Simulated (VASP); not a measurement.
# Co (P6_3/mmc) in VASP: notebook, part 2 of 3

VASP 6.6.1. Earlier steps stand in the parts before.

**6. Equation of state, PBE, collinear spin, ferromagnetic start, 10.43 Å³/atom (volume scaled by 0.98)**

Input file INCAR:

```
ALGO = Normal
EDIFF = 1E-7
ENCUT = 520
GGA = PE
ISIF = 2
ISMEAR = -1
ISPIN = 2
LASPH = T
LCHARG = F
LMAXMIX = 4
LORBIT = 11
LREAL = F
LWAVE = F
MAGMOM = 2 2
NBANDS = 20
NELM = 100
PREC = Accurate
SIGMA = 0.05
```

Input file KPOINTS:

```
k-points
0
Gamma
  12 12 7
```

Input file POSCAR:

```
Co
1.0
    2.4554087999      0.0000000000      0.0000000000
   -1.2277044000      2.1264463974      0.0000000000
    0.0000000000      0.0000000000      3.9941557227
Co
2
Direct
    0.6666666667      0.3333333333      0.7500000000
    0.3333333333      0.6666666667      0.2500000000
```

Potentials or basis: VASP PAW PBE potentials, release 64 (Co).

The run is started by

```console
$ cat potpaw_PBE.64/Co/POTCAR > POTCAR
$ mpirun -np 1 vasp_std > vasp.out
```

Wall time 40 s (1 thread of Intel Xeon Platinum 8488C (Sapphire Rapids), shared host); peak memory 0.16 GiB.

It converged, with:

```
Free energy                                           : -14.0521 eV
Pressure                                              : 8.5 GPa
Band gap on the k mesh                                : none (metal or under the smearing width)
Net moment                                            : 3.14 μB per cell
Site moments                                          : Co +1.58 μB
Valence electrons inside the program's atomic spheres : Co 8.35
```

**7. Equation of state, PBE, collinear spin, ferromagnetic start, 10.85 Å³/atom (volume scaled by 1.02)**

Input file INCAR:

```
SYSTEM = Co
PREC = Accurate
ENCUT = 520
EDIFF = 1E-7
ISMEAR = -1
SIGMA = 0.05
LREAL = .False.
LASPH = .True.
NELM = 120
ALGO = Normal
ISIF = 2
LWAVE = .False.
LCHARG = .False.
ISPIN = 2
MAGMOM = 2 2
LORBIT = 11
LMAXMIX = 4
GGA = PE
NBANDS = 20
```

Input file KPOINTS:

```
Automatic mesh
0
Gamma
  12 12 7
  0 0 0
```

Input file POSCAR:

```
Co
1.0
    2.4883712406      0.0000000000      0.0000000000
   -1.2441856203      2.1549927084      0.0000000000
    0.0000000000      0.0000000000      4.0477749493
Co
2
Direct
    0.6666666667      0.3333333333      0.7500000000
    0.3333333333      0.6666666667      0.2500000000
```

The run is started by

```console
$ cat potpaw_PBE.64/Co/POTCAR > POTCAR
$ mpirun -np 1 vasp_std > vasp.out
```

Wall time 45 s (1 thread of Intel Xeon Platinum 8488C (Sapphire Rapids), shared host); peak memory 0.17 GiB.

Results (log left out):

* Free energy: -14.0732 eV
* Pressure: -0.4 GPa
* Band gap on the k mesh: none (metal or under the smearing width)
* Net moment: 3.24 μB per cell
* Site moments: Co +1.64 μB
* Valence electrons inside the program's atomic spheres: Co 8.27

**8. Equation of state, PBE, collinear spin, ferromagnetic start, 11.07 Å³/atom (volume scaled by 1.04)**

Input file INCAR:

```
ALGO = Normal ; EDIFF = 1E-7
ENCUT = 520 ; GGA = PE
ISIF = 2 ; ISMEAR = -1
ISPIN = 2 ; LASPH = T
LCHARG = F ; LMAXMIX = 4
LORBIT = 11 ; LREAL = F
LWAVE = F ; MAGMOM = 2 2
NBANDS = 20 ; NELM = 120
PREC = Accurate ; SIGMA = 0.05
```

Input file KPOINTS:

```
k-points
0
Gamma
  12 12 7
```

Input file POSCAR:

```
Co
1.0
    2.5045299482      0.0000000000      0.0000000000
   -1.2522649741      2.1689865596      0.0000000000
    0.0000000000      0.0000000000      4.0740599388
Co
2
Direct
    0.6666666667      0.3333333333      0.7500000000
    0.3333333333      0.6666666667      0.2500000000
```

The run is started by

```console
$ cat potpaw_PBE.64/Co/POTCAR > POTCAR
$ mpirun -np 1 vasp_std > vasp.out
```

Wall time 45 s (1 thread of Intel Xeon Platinum 8488C (Sapphire Rapids), shared host); peak memory 0.17 GiB.

Results (log left out):

```yaml
Free_energy: -14.0671 eV
Pressure: -4.2 GPa
Band_gap_on_the_k_mesh: none (metal or under the smearing width)
Net_moment: 3.27 μB per cell
Site_moments: Co +1.66 μB
Valence_electrons_inside_the_program's_atomic_spheres: Co 8.23
```

**9. Equation of state, PBE, collinear spin, ferromagnetic start, 11.28 Å³/atom (volume scaled by 1.06)**

Input file INCAR:

```
SYSTEM = Co
PREC     = Accurate       ! precision mode
ENCUT    = 520            ! plane-wave cutoff, eV
EDIFF    = 1E-7           ! SCF threshold, eV
ISMEAR   = -1             ! smearing method
SIGMA    = 0.05           ! smearing width, eV
LREAL    = .FALSE.        ! projectors in reciprocal space
LASPH    = .TRUE.         ! aspherical terms in the spheres
NELM     = 150            ! most SCF steps
ALGO     = Normal         ! electronic algorithm
ISIF     = 2              ! what is computed and relaxed
LWAVE    = .FALSE.        ! write WAVECAR
LCHARG   = .FALSE.        ! write CHGCAR
ISPIN    = 2              ! spin polarisation
MAGMOM   = 2 2            ! initial moments
LORBIT   = 11             ! projections on sites
LMAXMIX  = 4              ! l up to which the mixer works
GGA      = PE             ! functional
NBANDS   = 20             ! bands
```

Input file KPOINTS:

```
regular mesh
0
G
  12 12 7
  0 0 0
```

Input file POSCAR:

```
Co
1.0
    2.5204827983      0.0000000000      0.0000000000
   -1.2602413992      2.1828021331      0.0000000000
    0.0000000000      0.0000000000      4.1000100648
Co
2
Direct
    0.6666666667      0.3333333333      0.7500000000
    0.3333333333      0.6666666667      0.2500000000
```

Potentials or basis: VASP PAW PBE potentials, release 64 (Co).

The run is started by

```console
$ cat potpaw_PBE.64/Co/POTCAR > POTCAR
$ mpirun -np 1 vasp_std > vasp.out
```

Run time: 45 s. Hardware: 1 thread of Intel Xeon Platinum 8488C (Sapphire Rapids), shared host; peak memory 0.17 GiB.

Results (log left out):

- Free energy: -14.0516 eV
- Pressure: -7.6 GPa
- Band gap on the k mesh: none (metal or under the smearing width)
- Net moment: 3.30 μB per cell
- Site moments: Co +1.68 μB
- Valence electrons inside the program's atomic spheres: Co 8.20

**10. Equation of state, PBE, collinear spin, ferromagnetic start**

Potentials or basis: VASP PAW PBE potentials, release 64 (Co).

This step only gathers the single runs of the series.

What came out:

* Equilibrium volume: 10.84 Å³/atom
* Bulk modulus at fixed shape and positions: 205 GPa
* Pressure derivative of the bulk modulus: 4.3

Energy against volume, from the lowest point:
```tsv
volume (Å³/atom)	energy (meV/atom)
10.002	47.29
10.215	25.26
10.427	10.53
10.640	2.31
10.853	0.00
11.066	3.01
11.279	10.80
```

Caveat: the cell was scaled at fixed shape and fractional positions, which overstates the stiffness of a crystal with free parameters, most of all of layers and chains.

**11. Single point, PBEsol, collinear spin, ferromagnetic start**

Input file INCAR:

```
SYSTEM = Co
PREC = Accurate
ENCUT = 520
EDIFF = 1E-7
ISMEAR = -1
SIGMA = 0.05
LREAL = .FALSE.
LASPH = .TRUE.
NELM = 120
ALGO = Normal
ISIF = 2
LWAVE = .FALSE.
LCHARG = .FALSE.
ISPIN = 2
MAGMOM = 2 2
LORBIT = 11
LMAXMIX = 4
GGA = PS
NBANDS = 20
```

Input file KPOINTS:

```
Automatic mesh
0
G
  12 12 7
  0 0 0
```

Input file POSCAR:

```
Co
1.0
    2.4719999032      0.0000000000      0.0000000000
   -1.2359999516      2.1408147143      0.0000000000
    0.0000000000      0.0000000000      4.0211440800
Co
2
Direct
    0.6666666667      0.3333333333      0.7500000000
    0.3333333333      0.6666666667      0.2500000000
```

Potentials or basis: VASP PAW PBE potentials, release 64 (Co).

The run is started by

```console
$ cat potpaw_PBE.64/Co/POTCAR > POTCAR
$ mpirun -np 1 vasp_std > vasp.out
```

OUTCAR:

```text
SYSTEM = Co
   PREC = Accurate
   ENCUT = 520
   EDIFF = 1E-7
   ISMEAR = -1
   LREAL = .FALSE.
   LASPH = .TRUE.
   NELM = 120
   ISIF = 2
   ISPIN = 2
   LORBIT = 11
   GGA = PS

 ion  position               nearest neighbor table
   1  0.667  0.333  0.750-   2 2.47   2 2.47   2 2.47   2 2.47   2 2.47   2 2.47
   2  0.333  0.667  0.250-   1 2.47   1 2.47   1 2.47   1 2.47   1 2.47   1 2.47

  LATTYP: Found a hexagonal cell.
 ALAT       =     2.4719999032
 C/A-ratio  =     1.6266764715

  Lattice vectors:

 A1 = (   2.4719999032,   0.0000000000,   0.0000000000)
 A2 = (  -1.2359999516,   2.1408147143,   0.0000000000)
[... 1321 lines left out ...]

 VOLUME and BASIS-vectors are now :
 -----------------------------------------------------------------------------
  energy-cutoff  :      520.00
  volume of cell :       21.28
      direct lattice vectors                 reciprocal lattice vectors
     2.471999903  0.000000000  0.000000000     0.404530760  0.233555943  0.000000000
    -1.235999952  2.140814714  0.000000000     0.000000000  0.467111887  0.000000000
     0.000000000  0.000000000  4.021144080     0.000000000  0.000000000  0.248685444

 POSITION                                       TOTAL-FORCE (eV/Angst)
 -----------------------------------------------------------------------------------
      1.23600      0.71360      3.01586         0.000000     -0.000000      0.000000
     -0.00000      1.42721      1.00529        -0.000000      0.000000      0.000000
 -----------------------------------------------------------------------------------
    total drift:                                0.000000     -0.000000     -0.000000

  FREE ENERGIE OF THE ION-ELECTRON SYSTEM (eV)
  ---------------------------------------------------
  free  energy   TOTEN  =       -15.4615354480 eV

  energy  without entropy=      -15.4455839278  energy(sigma->0) =      -15.45355969

 total charge

# of ion       s       p       d       tot
------------------------------------------
    1        0.497   0.542   7.271   8.310
    2        0.497   0.542   7.271   8.310
--------------------------------------------------
tot          0.994   1.084  14.541  16.619

 magnetization (x)

# of ion       s       p       d       tot
------------------------------------------
    1       -0.015  -0.050   1.668   1.603
    2       -0.015  -0.050   1.668   1.603
--------------------------------------------------
tot         -0.029  -0.101   3.336   3.206
```

stdout:

```text
POSCAR found type information on POSCAR Co
 POSCAR found :  1 types and       2 ions
 scaLAPACK will be used
 -----------------------------------------------------------------------------
|                                                                             |
|                                                                             |
|     You enforced a specific xc type in the INCAR file but a different       |
|     I HOPE YOU KNOW WHAT YOU ARE DOING!                                     |
|                                                                             |
 -----------------------------------------------------------------------------

 LDA part: xc-table for (Slater+PW92), standard interpolation
 POSCAR, INCAR and KPOINTS ok, starting setup
 FFT: planning ... GRIDC
 FFT: planning ... GRID_SOFT
 FFT: planning ... GRID
 WAVECAR not read
 entering main loop
```

Run time: 30 s. Hardware: 1 thread of Intel Xeon 6975P-C (Granite Rapids), shared host; peak memory 0.16 GiB.

Results:

* Free energy: -15.4615 eV
* Pressure: -6.6 GPa
* Band gap on the k mesh: none (metal or under the smearing width)
* Net moment: 3.18 μB per cell
* Site moments: Co +1.60 μB
* Valence electrons inside the program's atomic spheres: Co 8.31

Stress tensor (GPa, compression positive):
```
-5.64  0.00  0.00
 0.00 -5.64  0.00
 0.00  0.00 -8.44
```

Levels at points of the mesh, in eV from the Fermi level:
Spin up:
```csv
k point,band 8,band 9,band 10,band 11,band 12,band 13,band 14,band 15
"(0.00, 0.00, 0.00)",-1.89,-1.89,-0.77,-0.77,-0.21,6.42,22.16,24.96
"(0.50, 0.00, 0.00)",-0.61,-0.54,-0.46,1.37,3.42,9.76,10.43,12.86
```
Spin down:
```tsv
k point	band 4	band 5	band 6	band 7	band 8	band 9	band 10	band 11
(0.00, 0.00, 0.00)	-0.99	-0.99	-0.62	-0.62	-0.19	-0.16	-0.16	1.07
(0.50, 0.00, 0.00)	-1.85	-1.13	-1.08	-0.66	1.22	1.33	1.39	2.61
```

Caveat: the PAW data sets were made with another functional, which shifts forces and pressure a little.

**12. Equation of state, PBEsol, collinear spin, ferromagnetic start, 10.00 Å³/atom (volume scaled by 0.94)**

INCAR is that of step 11.

KPOINTS is that of step 11.

Input file POSCAR:

```
Co
1.0
    2.4215367659      0.0000000000      0.0000000000
   -1.2107683830      2.0971123555      0.0000000000
    0.0000000000      0.0000000000      3.9390568819
Co
2
Direct
    0.6666666667      0.3333333333      0.7500000000
    0.3333333333      0.6666666667      0.2500000000
```

Potentials or basis: VASP PAW PBE potentials, release 64 (Co).

The run is started by

```console
$ cat potpaw_PBE.64/Co/POTCAR > POTCAR
$ mpirun -np 1 vasp_std > vasp.out
```

It took 31 s on 1 thread of Intel Xeon 6975P-C (Granite Rapids), shared host; peak memory 0.16 GiB.

Results (log left out):

- Free energy: -15.4594 eV
- Pressure: 8.0 GPa
- Band gap on the k mesh: none (metal or under the smearing width)
- Net moment: 3.02 μB per cell
- Site moments: Co +1.51 μB
- Valence electrons inside the program's atomic spheres: Co 8.44

Caveat: the PAW data sets were made with another functional, which shifts forces and pressure a little.

**13. Equation of state, PBEsol, collinear spin, ferromagnetic start, 10.21 Å³/atom (volume scaled by 0.96)**

INCAR is that of step 12.

KPOINTS is that of step 12.

Input file POSCAR:

```
Co
1.0
    2.4385904036      0.0000000000      0.0000000000
   -1.2192952018      2.1118812389      0.0000000000
    0.0000000000      0.0000000000      3.9667976331
Co
2
Direct
    0.6666666667      0.3333333333      0.7500000000
    0.3333333333      0.6666666667      0.2500000000
```

The run is started by

```console
$ cat potpaw_PBE.64/Co/POTCAR > POTCAR
$ mpirun -np 1 vasp_std > vasp.out
```

Run time: 31 s. Hardware: 1 thread of Intel Xeon 6975P-C (Granite Rapids), shared host; peak memory 0.16 GiB.

Results (log left out):

```yaml
Free_energy: -15.4731 eV
Pressure: 2.5 GPa
Band_gap_on_the_k_mesh: none (metal or under the smearing width)
Net_moment: 3.07 μB per cell
Site_moments: Co +1.54 μB
Valence_electrons_inside_the_program's_atomic_spheres: Co 8.40
```

Caveat: the PAW data sets were made with another functional, which shifts forces and pressure a little.

**14. Equation of state, PBEsol, collinear spin, ferromagnetic start, 10.43 Å³/atom (volume scaled by 0.98)**

INCAR is that of step 13.

KPOINTS is that of step 13.

Input file POSCAR:

```
Co
1.0
    2.4554087999      0.0000000000      0.0000000000
   -1.2277044000      2.1264463974      0.0000000000
    0.0000000000      0.0000000000      3.9941557227
Co
2
Direct
    0.6666666667      0.3333333333      0.7500000000
    0.3333333333      0.6666666667      0.2500000000
```

The run is started by

```console
$ cat potpaw_PBE.64/Co/POTCAR > POTCAR
$ mpirun -np 1 vasp_std > vasp.out
```

Run time: 29 s. Hardware: 1 thread of Intel Xeon 6975P-C (Granite Rapids), shared host; peak memory 0.16 GiB.

It converged, with:

| Property | Result |
| --- | --- |
| Free energy | -15.4733 eV |
| Pressure | -2.3 GPa |
| Band gap on the k mesh | none (metal or under the smearing width) |
| Net moment | 3.13 μB per cell |
| Site moments | Co +1.57 μB |
| Valence electrons inside the program's atomic spheres | Co 8.35 |

Caveat: the PAW data sets were made with another functional, which shifts forces and pressure a little.

**15. Equation of state, PBEsol, collinear spin, ferromagnetic start, 10.85 Å³/atom (volume scaled by 1.02)**

INCAR is that of step 14.

KPOINTS is that of step 14.

Input file POSCAR:

```
Co
1.0
    2.4883712406      0.0000000000      0.0000000000
   -1.2441856203      2.1549927084      0.0000000000
    0.0000000000      0.0000000000      4.0477749493
Co
2
Direct
    0.6666666667      0.3333333333      0.7500000000
    0.3333333333      0.6666666667      0.2500000000
```

Potentials or basis: VASP PAW PBE potentials, release 64 (Co).

The run is started by

```console
$ cat potpaw_PBE.64/Co/POTCAR > POTCAR
$ mpirun -np 1 vasp_std > vasp.out
```

Wall time 33 s (1 thread of Intel Xeon 6975P-C (Granite Rapids), shared host); peak memory 0.17 GiB.

The run converged. Its results:

| Property | Result |
| --- | --- |
| Free energy | -15.4390 eV |
| Pressure | -10.4 GPa |
| Band gap on the k mesh | none (metal or under the smearing width) |
| Net moment | 3.23 μB per cell |
| Site moments | Co +1.63 μB |
| Valence electrons inside the program's atomic spheres | Co 8.27 |

Caveat: the PAW data sets were made with another functional, which shifts forces and pressure a little.

**16. Equation of state, PBEsol, collinear spin, ferromagnetic start, 11.07 Å³/atom (volume scaled by 1.04)**

INCAR is that of step 15.

KPOINTS is that of step 15.

Input file POSCAR:

```
Co
1.0
    2.5045299482      0.0000000000      0.0000000000
   -1.2522649741      2.1689865596      0.0000000000
    0.0000000000      0.0000000000      4.0740599388
Co
2
Direct
    0.6666666667      0.3333333333      0.7500000000
    0.3333333333      0.6666666667      0.2500000000
```

The run is started by

```console
$ cat potpaw_PBE.64/Co/POTCAR > POTCAR
$ mpirun -np 1 vasp_std > vasp.out
```

Run time: 34 s. Hardware: 1 thread of Intel Xeon 6975P-C (Granite Rapids), shared host; peak memory 0.16 GiB.

Results (log left out):

```
Free energy                                           : -15.4067 eV
Pressure                                              : -13.9 GPa
Band gap on the k mesh                                : none (metal or under the smearing width)
Net moment                                            : 3.27 μB per cell
Site moments                                          : Co +1.65 μB
Valence electrons inside the program's atomic spheres : Co 8.23
```

Caveat: the PAW data sets were made with another functional, which shifts forces and pressure a little.

**17. Equation of state, PBEsol, collinear spin, ferromagnetic start, 11.28 Å³/atom (volume scaled by 1.06)**

INCAR is that of step 16.

KPOINTS is that of step 16.

Input file POSCAR:

```
Co
1.0
    2.5204827983      0.0000000000      0.0000000000
   -1.2602413992      2.1828021331      0.0000000000
    0.0000000000      0.0000000000      4.1000100648
Co
2
Direct
    0.6666666667      0.3333333333      0.7500000000
    0.3333333333      0.6666666667      0.2500000000
```

The run is started by

```console
$ cat potpaw_PBE.64/Co/POTCAR > POTCAR
$ mpirun -np 1 vasp_std > vasp.out
```

It took 33 s on 1 thread of Intel Xeon 6975P-C (Granite Rapids), shared host; peak memory 0.17 GiB.

It converged, with:

```
Free energy                                           : -15.3659 eV
Pressure                                              : -16.9 GPa
Band gap on the k mesh                                : none (metal or under the smearing width)
Net moment                                            : 3.30 μB per cell
Site moments                                          : Co +1.67 μB
Valence electrons inside the program's atomic spheres : Co 8.20
```

Caveat: the PAW data sets were made with another functional, which shifts forces and pressure a little.

[end of part 2 of 3]
